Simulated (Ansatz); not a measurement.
NaI in the CsCl-type structure was relaxed with 5 functionals in Ansatz 0.2.0, cell and atoms free, the symmetry of the start kept (meshes: PBE 6×6×6, r2SCAN 6×6×6, PBEsol 6×6×6, LDA 6×6×6, HSE06 4×4×4). All values are calculated for a non-magnetic cell, which may be hypothetical.

The PBE result:
Space group Pm-3m (No. 221). a = 4.062 Å, b = 4.062 Å, c = 4.062 Å, α = 90.00°, β = 90.00°, γ = 90.00°
```csv
atom,site,symmetry,x,y,z
Na,1a,m-3m,0.0000,0.0000,0.0000
I,1b,m-3m,0.5000,0.5000,0.5000
```

It is cubic, Pm-3m (No. 221); a = 4.062 Å in the conventional setting, 33.52 Å³ an atom. Na is surrounded by 8 I at 3.52 Å; I is surrounded by 8 Na at 3.52 Å.

Problem. What lattice does r2SCAN give?

Solution. a = 4.041 Å; the volume differs by -1.6 % from PBE's. Around Na lie 8 I at 3.50 Å; around I lie 8 Na at 3.50 Å.

Problem. How does the cell change with HSE06?

Solution. a = 4.056 Å; the volume differs by -0.5 % from PBE's. Na has 8 I at 3.51 Å; I has 8 Na at 3.51 Å.

Problem. Held at the r2SCAN cell, what mean stress do LDA and PBE find, and does its sign point to their own minimum?

Solution. Yes. LDA -1.68 GPa, and its relaxed volume is -8.9 % from r2SCAN's; PBE +0.29 GPa, and its relaxed volume is +1.6 % from r2SCAN's. Compression counts positive, so a positive stress asks for a larger cell.
